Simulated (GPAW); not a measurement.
Si2W:

```
W Si
1.0
     4.61685    0.00000    0.00000
    -2.30843    3.99831    0.00000
     0.00000    0.00000    6.65322
W Si
3 6
Direct
  0.50000 0.00000 0.50000
  0.50000 0.50000 0.83333
  0.00000 0.50000 0.16667
  0.32725 0.16363 0.16667
  0.83637 0.16363 0.83333
  0.16363 0.32725 0.50000
  0.67275 0.83637 0.16667
  0.16363 0.83637 0.83333
  0.83637 0.67275 0.50000
```

Measurements of this composition are mostly on another form, of space group No. 139.

Base run:

| Quantity | Value |
| --- | --- |
| Program | GPAW 26.7.0 |
| Functional | PBEsol |
| Potentials or basis | PAW data sets generated in the run's folder for this functional |
| Cutoff | 600 eV |
| Basis | pw |
| k mesh | 5 × 5 × 3 |
| Occupations | fermi-dirac, width 0.05 eV |
| Spin | no spin polarisation |

Its results: pressure -5.1 GPa; largest force 0.050 eV/Å.

Problem. The run is repeated on the same cell with these changes: functional from PBEsol to LDA; potentials or basis from PAW data sets generated in the run's folder for this functional to the program's PAW data sets (release 1.2.1) made for this functional. What comes out?

Solution. Pressure -8.9 GPa; largest force 0.072 eV/Å.

Not every run made on this cell is shown here.
